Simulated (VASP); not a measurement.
FeS2 (Marcasite):

```
CELL_PARAMETERS angstrom
4.44000 0.00000 0.00000
0.00000 5.39000 0.00000
0.00000 0.00000 3.37000
ATOMIC_POSITIONS crystal
Fe 0.00000 0.00000 0.00000
Fe 0.50000 0.50000 0.50000
S 0.20300 0.37500 0.00000
S 0.29700 0.87500 0.50000
S 0.79700 0.62500 0.00000
S 0.70300 0.12500 0.50000
```

Base run:

| Quantity | Value |
| --- | --- |
| Program | VASP 6.6.1 |
| Functional | SCAN |
| Potentials or basis | VASP PAW PBE potentials, release 64 (Fe, S) |
| Cutoff | 420 eV |
| k mesh | 6 × 5 × 8 |
| Occupations | gaussian, width 0.02 eV |
| Spin | no spin polarisation |

Its results: band gap on the k mesh 1.48 eV, indirect (least direct gap 1.86 eV).

**Question.** The run is repeated on the same cell with these changes: functional from SCAN to PBE. What comes out?

**Answer.** Band gap on the k mesh 0.92 eV, indirect (least direct gap 1.15 eV).

SCAN gives the wider gap, since meta-GGAs in the generalised Kohn-Sham scheme recover part of the derivative discontinuity.

Caveats: an odd mesh through Γ misses points on the zone boundary, where band edges often lie (some runs); the mesh misses the band edges, which the band path finds closer together (some runs).
